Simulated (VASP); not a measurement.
Here is a VASP 6.6.1 calculation.

The input POSCAR:

```
TePb
1.0
    0.0000000000      3.2686743700      3.2686743700
    3.2686743700      0.0000000000      3.2686743700
    3.2686743700      3.2686743700      0.0000000000
Te Pb
1 1
Direct
    0.5000000000      0.5000000000      0.5000000000
    0.0000000000      0.0000000000      0.0000000000
```

INCAR.step1

```
SYSTEM = TePb
PREC = Accurate
ENCUT = 520
ISMEAR = -1
SIGMA = 0.02
LREAL = .False.
LASPH = .True.
NELM = 60
GGA = PE
ALGO = Normal
EDIFF = 1E-4
LWAVE = .True.
LCHARG = .False.
```

The input INCAR.step2:

```
SYSTEM = TePb
PREC = Accurate
ENCUT = 520
EDIFF = 1E-6
ISMEAR = -1
SIGMA = 0.02
LREAL = .False.
LASPH = .True.
NELM = 60
ALGO = Normal
ISIF = 2
LWAVE = .False.
LCHARG = .False.
METAGGA = R2SCAN
LMIXTAU = .True.
IBRION = 2
NSW = 50
EDIFFG = -0.01
ISTART = 1
```

Contents of KPOINTS:

```
Automatic mesh
0
Gamma
  8 8 8
  0 0 0
```

Potentials or basis: VASP PAW PBE potentials, release 64 (Te, Pb_d).

Launch:

```sh
$ cat potpaw_PBE.64/Te/POTCAR potpaw_PBE.64/Pb_d/POTCAR > POTCAR
$ cp INCAR.step1 INCAR
$ mpirun -np 1 vasp_std > vasp.out
$ cp INCAR.step2 INCAR
$ mpirun -np 1 vasp_std > vasp.out
```

(1) Predict the band gap on the k mesh.

Results:

(1) 1.09 eV.

Caveat: the relaxation stopped at its first step, so nothing moved; spin-orbit coupling is left out, which moves the levels of the heavy elements.

**What was measured.**

From a printed reference work, monograph, for a bulk crystal of TePb at 4.2 K: band gap 0.19 eV (direct).

A measured gap of TePb is 0.19 eV (direct; 4.2 K; a printed reference work, monograph); the calculated 1.09 eV misses it by +0.90 eV. Spin-orbit coupling on Pb, Te is left out. The value is that of r2SCAN on a finite k mesh, which can miss the band edges, without temperature or zero-point motion.
